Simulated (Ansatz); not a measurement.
Data:

LiI:
```
LiI
1.0
    0.00000     3.00938     3.00938
    3.00938     0.00000     3.00938
    3.00938     3.00938     0.00000
Li I
1 1
Cartesian
  0.00000   0.00000   0.00000
  3.00938   3.00938   3.00938
```

This is the r²SCAN-relaxed structure.

Q: All from the program Ansatz at the r²SCAN level (PAW), unless another level is named. Estimate the HSE06 gap on the r²SCAN cell.

A: 5.27 eV.

Q: Give the band gap.

A: 5.00 eV (indirect).

Q: Next, the valence-band maximum?

A: on the K–Γ line, 78 % of the way from K.

Q: Next, the weight of the valence-edge state by species (Voronoi cells)?

A: I 89 %, Li 11 %.

Space group Fm-3m (rock salt). The r²SCAN relaxation kept the symmetry of its start; phonons on a q-mesh show no instability. Scalar-relativistic: spin–orbit coupling is off unless named, which matters more the heavier the elements.

Potentials: the later of the program's two PAW sets.
